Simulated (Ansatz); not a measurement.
# The 3-layer graphene (ABC) between two gates

Aim: screening and gap of the neutral 3-layer graphene (ABC) between oppositely charged gates.

Program: Ansatz 0.2.0. Level of theory: plane-wave DFT, PBE-D3(BJ), Ansatz PAW. Results are calculated unless marked as measured.

### Step 1. Set-up

The cell holds 6 atoms: 6 C. Its edges and angles: a = 2.467 Å, b = 2.467 Å, c = 24.700 Å, α = 90.0°, β = 90.0°, γ = 120.0°. Regions: layer 1: graphene, 2 atoms (2 C); layer 2: graphene, 2 atoms (2 C); layer 3: graphene, 2 atoms (2 C). Vacuum lies along c.

### Step 2. Relaxing the slab

The starting cell is a guess, so the in-plane lattice and the atoms are relaxed first, with the slab cut off from its images along the normal. The program lengthens the vector along the normal by itself, so c and the volume that it reports differ from the typed ones.

input.yaml reads:

```yaml
crystal:
  lattice:
    - [2.467, 0.0, 0.0]
    - [-1.2335, 2.1364846711, 0.0]
    - [0.0, 0.0, 24.7]
  atoms:
    - { symbol: C, position: [0.6666666667, 0.3333333333, 0.3643724696] }
    - { symbol: C, position: [0.3333333333, 0.6666666667, 0.3643724696] }
    - { symbol: C, position: [0.0, 0.0, 0.5] }
    - { symbol: C, position: [0.6666666667, 0.3333333333, 0.5] }
    - { symbol: C, position: [0.3333333333, 0.6666666667, 0.6356275304] }
    - { symbol: C, position: [0.0, 0.0, 0.6356275304] }
  periodic: [true, true, false]
kpoints:
  mp_grid: { grid: [18, 18, 1] }
hamiltonian:
  xc: pbe
  dispersion: d3bj
scf:
  occupations: { method: fermi_dirac, width: 0.05 }
  convergence: { dr2_threshold: 1.0e-09 }
relax:
  f_tol: 0.004
  max_steps: 90
  cell: {}
output:
  write_potential: true
  write_density: true
  volumetric_format: npy
```

The run is started by

```bash
$ ansatz run input.yaml --threads 4 --pin off --max-ram 6144MiB --backend cpu --events-out ev --progress --plain --runs-dir out
```

Numbers of over 12 decimals in the logs are rounded to 6 here.

The program printed:

```text
Warning: crystal.periodic: the lattice vector that does not repeat stood 0.000° off the slab's normal, 24.700 Å along it as the deck builds it. The run solves the slab on a vector along the normal, 37.200 Å long, with every atom where it was (on the deck's vector they left 18.00 Å outside them, and the widest stretch free of ions among them is 3.35 Å). A fractional position that the run reports is one of the run's ce [...]
Warning: relax.cell: scf.convergence.dr2_threshold = 1e-9 eV is looser than the 2.1513858506e-10 eV advised for a relaxation that steers and ends on the stress (1e-10 eV for each atom of the cell: 6, times the square of relax.cell.stress_2d_tol = 0.05 N/m over 16.7 Å (the atoms' height at the walk's start and 5 Å past either face), 2.994e-2 GPa, over a crystal's default 0.05). What an SCF threshold leaves in a stress goes as its square root, and in the free energy as the threshold itself, and one threshold admits the most on a small cell: [figures from the program's tests cut] Set scf.convergence.dr2_threshold to 2.1513858506e-10 eV or tighter. [rest of the remark cut]
crystal.periodic: the lattice vector that does not repeat stood 0.000° off the slab's normal, 24.700 Å along it as the deck builds it. The run solves the slab on a vector along the normal, 37.200 Å long, with every atom where it was (on the deck's vector they left 18.00 Å outside them, and the widest stretch free of ions among them is 3.35 Å). A fractional position that the run reports is one of the run's cell, which [...]
Engine: ansatz 0.2.0, aarch64-unknown-linux-gnu
Pseudopotentials: kind: paw
Pseudopotential: C, paw, valence charge 4, recommended cutoff 420 eV (normal), C.paw.azcp
Functional definition: PBE
  parameter kappa = 0.804
  parameter beta = 0.066725
  exchange = pbe_x(kappa = kappa, mu = beta*pi^2/3)
  correlation = pbe_c(beta = beta)
Crystal: 6 atoms, lattice volume = 196.070 Å³
Basis set: ecut = 420 eV, 3695 PW (Γ), exchange–correlation on 36×36×500 points (8 copies of the dense FFT grid, shifted against one another)
Bands: 18, of which v1, the nominal top of the filled ones, is band 12 counted from 1 (11 counted from 0)
Symmetry: 12 space group operations
Space group: P-3m1 (ITA 164), of the structure as read, at distance tolerance 5.8e-5 Å
k-points: 37 of 324
Non-local potential: C, projectors of the file, l = 0: 2, l = 1: 2, l = 2: 1
PAW form: soft (Blöchl's): semilocal exchange-correlation on the pseudo side does not see the compensation charge
PAW one-centre angular grid: C, 110 points (default); XC on 64 Gauss nodes
Initial density: superposition of atomic densities (neutral atoms: chi_scale 0, normalization atom), corrected by the library's trained network
Initial wavefunctions: pseudopotential atomic-orbital guess
Functional: x = pbe(κ = 0.804, μ = 0.219515), c = pbe(β = 0.066725)
SCF iter   1: F=—  HF=-1506.388101 eV  |F-HF|=—  |Δ(HF+E_count)|=         —  Δρ=1.65e-3  dr2=5.97e-3  ethr=1.77e-3  ⟨swp⟩=12.7  Hψ=5895  notcnv=0
preconditioner: auto → LDOS  [metal: Δε(μ)=0.012 eV  Ē_g=15.063 eV  σ=0.050 eV  W_gap=0.06  n_scr=22 (ndim 8)  ℏωp=13.0 eV  f_vac=0.716  D(μ)=0.12/eV (n_scr^D=4)  β→1.0]
SCF iter   2: F=—  HF=-1506.389939 eV  |F-HF|=—  |Δ(HF+E_count)|=   1.84e-3  Δρ=7.25e-4  dr2=4.37e-3  ethr=2.49e-5  ⟨swp⟩=4.6  Hψ=2146  notcnv=0  defer=47
SCF iter   3: F=—  HF=-1506.388988 eV  |F-HF|=—  |Δ(HF+E_count)|=   9.51e-4  Δρ=3.52e-4  dr2=1.23e-3  ethr=1.82e-5  ⟨swp⟩=4.1  Hψ=1454  notcnv=0  defer=47
SCF iter   4: F=—  HF=-1506.388723 eV  |F-HF|=—  |Δ(HF+E_count)|=   2.65e-4  Δρ=1.00e-4  dr2=4.97e-5  ethr=5.12e-6  ⟨swp⟩=3.2  Hψ=1148  notcnv=0  defer=46
SCF iter   5: F=—  HF=-1506.388715 eV  |F-HF|=—  |Δ(HF+E_count)|=   7.77e-6  Δρ=1.83e-5  dr2=1.29e-6  ethr=2.07e-7  ⟨swp⟩=3.3  Hψ=1411  notcnv=0  defer=46
SCF iter   6: F=—  HF=-1506.388645 eV  |F-HF|=—  |Δ(HF+E_count)|=   7.02e-5  Δρ=4.81e-6  dr2=3.86e-8  ethr=5.37e-9  ⟨swp⟩=3.1  Hψ=1341  notcnv=0  defer=46
SCF iter   7: F=—  HF=-1506.388645 eV  |F-HF|=—  |Δ(HF+E_count)|=   6.23e-8  Δρ=2.38e-6  dr2=8.44e-9  ethr=1.61e-10  ⟨swp⟩=3.0  Hψ=1303  notcnv=0  defer=46
SCF iter   8: F=-1506.388645 eV  HF=-1506.388645 eV  |F-HF|=1.10e-9  |Δ(HF+E_count)|=   2.16e-8  Δρ=5.10e-7  dr2=2.65e-10  ethr=4.17e-12  ⟨swp⟩=9.0  Hψ=5060  notcnv=0
SCF 1 converged in 8 iterations: F = -1506.388645 eV  dr2 = 2.65e-10
  greatest PAW one-centre occupation: 0.672 electrons in one spin orbital (limit 2), on the C atom at site 5 (counted from 0), in its partial waves of l = 0
relax step   1: F+E_penalty+E_count = -1506.38864523 eV  Δ(F+E_penalty+E_count) = +0.000e0 eV  max|allowed force component| = 1.881e-2 eV/Å  Δτ_max = 0.0000 Å  P = -0.978 N/m  Ω = 196.070 Å³  fix = [c, alpha, beta]  reactions: c +0.000 N/m  (8 SCF iters, accepted)
Crystal: 6 atoms, lattice volume = 195.867 Å³
Basis set: ecut = 420 eV, 3683 PW (Γ), exchange–correlation on 36×36×500 points (8 copies of the dense FFT grid, shifted against one another)
Initial density: handed on by an earlier stage of this run
Initial wavefunctions: those handed on with the density
iter 1 solved again at ethr=7.10e-4 eV; its pass at ethr=3.10e-3 eV (dr2=1.70e-1 eV) is discarded
SCF iter   1: F=—  HF=-1506.438099 eV  |F-HF|=—  |Δ(HF+E_count)|=         —  Δρ=1.01e-2  dr2=1.66e-1  ethr=7.10e-4  ⟨swp⟩=2.0  Hψ=5745  notcnv=0
preconditioner: auto → LDOS  [metal: Δε(μ)=0.014 eV  Ē_g=15.015 eV  σ=0.050 eV  W_gap=0.07  n_scr=22 (ndim 8)  ℏωp=13.0 eV  f_vac=0.710  D(μ)=0.13/eV (n_scr^D=4)  β→1.0]
SCF iter   2: F=—  HF=-1506.487420 eV  |F-HF|=—  |Δ(HF+E_count)|=   4.93e-2  Δρ=6.46e-3  dr2=3.57e-1  ethr=6.93e-4  ⟨swp⟩=4.9  Hψ=2178  notcnv=0  defer=21
SCF iter   3: F=—  HF=-1506.389693 eV  |F-HF|=—  |Δ(HF+E_count)|=   9.77e-2  Δρ=7.70e-4  dr2=1.46e-3  ethr=6.93e-4  ⟨swp⟩=4.4  Hψ=1968  notcnv=0  defer=42
SCF iter   4: F=—  HF=-1506.389308 eV  |F-HF|=—  |Δ(HF+E_count)|=   3.84e-4  Δρ=2.98e-4  dr2=1.50e-4  ethr=6.08e-6  ⟨swp⟩=3.5  Hψ=1575  notcnv=0  defer=41
SCF iter   5: F=—  HF=-1506.389280 eV  |F-HF|=—  |Δ(HF+E_count)|=   2.85e-5  Δρ=1.26e-4  dr2=1.75e-5  ethr=6.24e-7  ⟨swp⟩=2.6  Hψ=1182  notcnv=0  defer=41
SCF iter   6: F=—  HF=-1506.389390 eV  |F-HF|=—  |Δ(HF+E_count)|=   1.10e-4  Δρ=3.31e-5  dr2=1.44e-6  ethr=7.27e-8  ⟨swp⟩=2.8  Hψ=1216  notcnv=0  defer=41
SCF iter   7: F=—  HF=-1506.389318 eV  |F-HF|=—  |Δ(HF+E_count)|=   7.21e-5  Δρ=6.23e-6  dr2=5.75e-8  ethr=5.98e-9  ⟨swp⟩=2.9  Hψ=1218  notcnv=0  defer=41
SCF iter   8: F=—  HF=-1506.389318 eV  |F-HF|=—  |Δ(HF+E_count)|=   1.34e-7  Δρ=1.22e-6  dr2=3.26e-9  ethr=2.40e-10  ⟨swp⟩=3.3  Hψ=1317  notcnv=0  defer=41
SCF iter   9: F=-1506.389318 eV  HF=-1506.389318 eV  |F-HF|=3.72e-10  |Δ(HF+E_count)|=   1.64e-8  Δρ=2.37e-7  dr2=8.05e-11  ethr=4.17e-12  ⟨swp⟩=10.6  Hψ=4486  notcnv=0
SCF 2 converged in 9 iterations: F = -1506.389318 eV  dr2 = 8.05e-11
relax step   2: F+E_penalty+E_count = -1506.38931802 eV  Δ(F+E_penalty+E_count) = -6.728e-4 eV  max|allowed force component| = 8.776e-3 eV/Å  Δτ_max = 0.0635 Å  P = -0.253 N/m  Ω = 195.867 Å³  energy of the carried Pulay correction = +1.768e-4 eV  fix = [c, alpha, beta]  reactions: c +0.000 N/m  (9 SCF iters, accepted)
Crystal: 6 atoms, lattice volume = 195.799 Å³
iter 1 solved again at ethr=9.04e-5 eV; its pass at ethr=3.10e-3 eV (dr2=2.17e-2 eV) is discarded
SCF iter   1: F=—  HF=-1506.396350 eV  |F-HF|=—  |Δ(HF+E_count)|=         —  Δρ=3.72e-3  dr2=2.23e-2  ethr=9.04e-5  ⟨swp⟩=2.0  Hψ=5119  notcnv=0
preconditioner: auto → LDOS  [metal: Δε(μ)=0.015 eV  Ē_g=15.036 eV  σ=0.050 eV  W_gap=0.08  n_scr=22 (ndim 8)  ℏωp=13.0 eV  f_vac=0.716  D(μ)=0.12/eV (n_scr^D=4)  β→1.0]
SCF iter   2: F=—  HF=-1506.402176 eV  |F-HF|=—  |Δ(HF+E_count)|=   5.83e-3  Δρ=2.30e-3  dr2=4.66e-2  ethr=9.04e-5  ⟨swp⟩=4.4  Hψ=1967  notcnv=0  defer=10
SCF iter   3: F=—  HF=-1506.389649 eV  |F-HF|=—  |Δ(HF+E_count)|=   1.25e-2  Δρ=2.91e-4  dr2=1.81e-4  ethr=9.04e-5  ⟨swp⟩=3.5  Hψ=1578  notcnv=0  defer=41
SCF iter   4: F=—  HF=-1506.389613 eV  |F-HF|=—  |Δ(HF+E_count)|=   3.64e-5  Δρ=1.42e-4  dr2=4.10e-5  ethr=7.53e-7  ⟨swp⟩=3.4  Hψ=1599  notcnv=0  defer=39
SCF iter   5: F=—  HF=-1506.389662 eV  |F-HF|=—  |Δ(HF+E_count)|=   4.91e-5  Δρ=5.44e-5  dr2=5.86e-6  ethr=1.71e-7  ⟨swp⟩=2.7  Hψ=1139  notcnv=0  defer=39
SCF iter   6: F=—  HF=-1506.389663 eV  |F-HF|=—  |Δ(HF+E_count)|=   9.32e-7  Δρ=2.20e-5  dr2=5.71e-7  ethr=2.44e-8  ⟨swp⟩=3.2  Hψ=1233  notcnv=0  defer=39
SCF iter   7: F=—  HF=-1506.389588 eV  |F-HF|=—  |Δ(HF+E_count)|=   7.46e-5  Δρ=3.95e-6  dr2=1.50e-8  ethr=2.38e-9  ⟨swp⟩=2.6  Hψ=1190  notcnv=0  defer=39
SCF iter   8: F=-1506.389588 eV  HF=-1506.389588 eV  |F-HF|=4.36e-10  |Δ(HF+E_count)|=   5.38e-8  Δρ=5.87e-7  dr2=3.87e-10  ethr=4.17e-12  ⟨swp⟩=9.0  Hψ=5138  notcnv=0
SCF 3 converged in 8 iterations: F = -1506.389588 eV  dr2 = 3.87e-10
  greatest PAW one-centre occupation: 0.673 electrons in one spin orbital (limit 2), on the C atom at site 5 (counted from 0), in its partial waves of l = 0
relax step   3: F+E_penalty+E_count = -1506.38958826 eV  Δ(F+E_penalty+E_count) = -2.702e-4 eV  max|allowed force component| = 8.184e-4 eV/Å  Δτ_max = 0.0234 Å  P = -0.038 N/m  Ω = 195.799 Å³  energy of the carried Pulay correction = +2.358e-4 eV  fix = [c, alpha, beta]  reactions: c +0.000 N/m  (8 SCF iters, accepted)
Initial wavefunctions: pseudopotential atomic-orbital guess (no wavefunctions were taken with the density)
iter 1 solved again at ethr=4.34e-7 eV; its pass at ethr=3.10e-3 eV (dr2=1.04e-4 eV) is discarded
SCF iter   1: F=—  HF=-1506.389378 eV  |F-HF|=—  |Δ(HF+E_count)|=         —  Δρ=4.40e-6  dr2=5.00e-9  ethr=4.34e-7  ⟨swp⟩=5.4  Hψ=8779  notcnv=0
eigensolver tolerance schedule: the retry pair's looser diagonalisation over-reported the residual by 20851.69 of it (diagonalisation noise at an unbounded share of the residual, at the tolerance the schedule requests for it); recorded, not acted on — ethr = c·dr2/N_el stays at c = 1.0e-1
preconditioner: auto → LDOS  [metal: Δε(μ)=0.015 eV  Ē_g=15.024 eV  σ=0.050 eV  W_gap=0.08  n_scr=22 (ndim 8)  ℏωp=13.0 eV  f_vac=0.714  D(μ)=0.12/eV (n_scr^D=4)  β→1.0]
SCF iter   2: F=—  HF=-1506.389362 eV  |F-HF|=—  |Δ(HF+E_count)|=   1.60e-5  Δρ=9.59e-7  dr2=9.74e-10  ethr=4.17e-12  ⟨swp⟩=15.7  Hψ=7510  notcnv=0
SCF iter   3: F=-1506.389362 eV  HF=-1506.389362 eV  |F-HF|=3.57e-10  |Δ(HF+E_count)|=   3.32e-9  Δρ=6.82e-7  dr2=8.89e-10  ethr=4.06e-12  ⟨swp⟩=8.5  Hψ=4682  notcnv=0
SCF 4 converged in 3 iterations: F = -1506.389362 eV  dr2 = 8.89e-10
relax step   4: F+E_penalty+E_count = -1506.38936234 eV  Δ(F+E_penalty+E_count) = +2.259e-4 eV  max|allowed force component| = 8.211e-4 eV/Å  Δτ_max = 0.0000 Å  P = -0.046 N/m  Ω = 195.799 Å³  fix = [c, alpha, beta]  reactions: c +0.000 N/m  stress off target by 4.57e-2 N/m on what of the cell is left free  SCF on the basis re-selected at this cell (its energy is not comparable with the rows above)  (3 SCF iters)
basis re-selected at this cell: Δ(F+E_penalty+E_count) = +2.259e-4 eV, ΔP = -0.008 N/m vs the last step (what re-selecting the basis moved, of the pressure what is left beyond the Pulay correction that the steps carried, after the strain that the cell walked since its last selection, with what the two solves' SCF thresholds leave and, on support functions, any second-order correction that the steps lacked; it is no m [...]
WARN: The output density's exchange-correlation potential varies sharply where the density is thin. Do not read a vacuum level from v_tot or v_xc, or from such a field of the output density. On a cell that repeats whose density bears no net charge and no dipole along the vacuum's axis use v_es (v_loc + v_h of the components); under efield.dipole_correction with no amplitude use v_es + v_field, which holds any externa [...]
SCF converged after 3 iterations
Free energy (F): -1506.389362 eV
Harris-Foulkes:  -1506.389362 eV  (|F-HF|=3.57e-10)
Internal energy: -1506.388478 eV  (E = F + TS)
E sigma→0 (E₀):  -1506.388920 eV
Entropy (-TS):   -0.000885 eV (-0.147 meV/atom)
Fermi energy:    -4.275673 eV
--- Per-component energies (eV) ---
  E_band       = -321.989082
  E_kinetic    = 545.392620
  E_local      = -61047.319119  (includes V_loc(G=0)·N_el)
  E_nonlocal   = 163.798443
  E_hartree    = 30206.758725
  E_xc         = -287.989123
  E_vxc        = -356.558715  (∫ρ·V_xc dr)
  E_paw        = -596.061419  (= ΣΔE_a)
  E_vpaw       = -40.818042  (= ΣTr[D̂ρ^β])
  E_aug_tail   = 0.000045  (compensation charges beyond the density's cutoff)
  E_ewald      = 29509.813198
  E_disp       = -0.781848  (pairwise vdW)
  E_smearing   = -0.000885  (= −TS)
  E_closure    = -0.000000  (closes the sum)
  Σ components = -1506.389362   (vs F -1506.389362, Δ=0.00e0)
--- Forces (eV/Å), atoms counted from 1 ---
  atom   1  C      0.00000000     0.00000000    -0.00004615
  atom   2  C     -0.00000000    -0.00000000     0.00076665
  atom   3  C      0.00000000     0.00000000    -0.00082110
  atom   4  C      0.00000000    -0.00000000     0.00082110
  atom   5  C      0.00000000     0.00000000    -0.00076665
  atom   6  C      0.00000000    -0.00000000     0.00004615
  max |Σ_I F_I| component: 1.48e-16 eV/Å
--- 2D stress c σ (N/m, compression-positive) ---
       -0.045737       0.000000       0.000000
        0.000000      -0.045737       0.000000
        0.000000       0.000000       0.000000
  P = ½ c Tr σ = -0.0457 N/m
--- Band table (eV; the first three rows and the last of 37) ---
  k-point 0: bands = [... 8 lower, -7.3053, -7.3053, -7.3009, -7.3009, -0.7801, -0.6106, 0.4265, 0.5544, ... 2 higher]
  k-point 1: bands = [... 8 lower, -7.5966, -7.4707, -7.4620, -7.4558, -0.6822, -0.5115, 0.5258, 0.6552, ... 2 higher]
  k-point 2: bands = [... 8 lower, -8.4102, -7.8903, -7.8786, -7.8695, -0.3885, -0.2146, 0.8238, 0.9578, ... 2 higher]
  k-point 36: bands = [... 8 lower, -14.8340, -4.5951, -4.5951, -4.2832, -4.2681, -3.9619, -3.9619, 6.2534, ... 2 higher]
  the weakly bound empty levels are not read free of the cell's end (no_gap_told)
--- Relaxed structure (3 steps of the walk, 3 accepted, 1 SCFs on fresh bases) ---
  F+E_penalty+E_count = -1506.38936234 eV   max|allowed force component| = 8.211e-4 eV/Å   (the final SCF, on the basis selected at the relaxed cell)
  cell:  # Å, volume = 195.7986 Å³
    - [2.465290, 0.0, 0.0]
    - [-1.232645, 2.135004, 0.0]
    - [0.0, 0.0, 37.200000]
  atoms:
    - { symbol: C, position: [0.666667, 0.333333, 0.240872] }
    - { symbol: C, position: [0.333333, 0.666667, 0.240858] }
    - { symbol: C, position: [0, 0, 0.332003] }
    - { symbol: C, position: [0.666667, 0.333333, 0.331975] }
    - { symbol: C, position: [0.333333, 0.666667, 0.423121] }
    - { symbol: C, position: [0, 0, 0.423106] }
```

Elapsed: 11 s, on 4 threads of Arm Neoverse V1, shared host; peak memory 0.54 GiB; 41 s of CPU time.

Step by step:

```
step  energy less that of the first step (eV)  largest force component (eV/Å)  volume (Å³)
   1                                   0.0000                          0.0188       196.07
   2                                  -0.0007                          0.0088       195.87
   3                                  -0.0009                          0.0008       195.80
  4*                                  -0.0007                          0.0008       195.80
```

Relaxation steps marked * repeat the geometry before them on a plane-wave basis chosen anew for their cell, so energy and pressure can jump there.

The run keeps the 12 symmetry operations that it works with, so distortions that break them were not tested.

```
cell as run  before  after  change
      a (Å)   2.467  2.465  -0.1 %
      b (Å)   2.467  2.465  -0.1 %
```

The atoms that moved most (Å, along periodic axes as changes of fractional coordinates times the final cell, across vacuum about the mean position):

```
atom     dx     dy      dz  length
  C5  0.000  0.000   0.040   0.040
  C2  0.000  0.000  -0.040   0.040
  C6  0.000  0.000   0.040   0.040
  C1  0.000  0.000  -0.040   0.040
```

This step gave:

- energy at zero smearing: -1506.3889 eV

The lattice constant a goes from 2.467 to 2.465 Å.

[end of part 1 of 3]

[Logs are printed without paths, hosts, clocks, repeated set-up lines and the standing remarks that a program may print on its own settings, such as how far it seeks lower states.]

[Hosts, paths, dates, database ids (printed as entryN), source tags and the programs' standing remarks are cut or masked in the printed files.]

[Maps of the electrostatic potential energy from Ansatz leave out the sawtooth potential of an applied field or a dipole correction, so their vacuum need not be flat; planar profiles and work functions include it.]
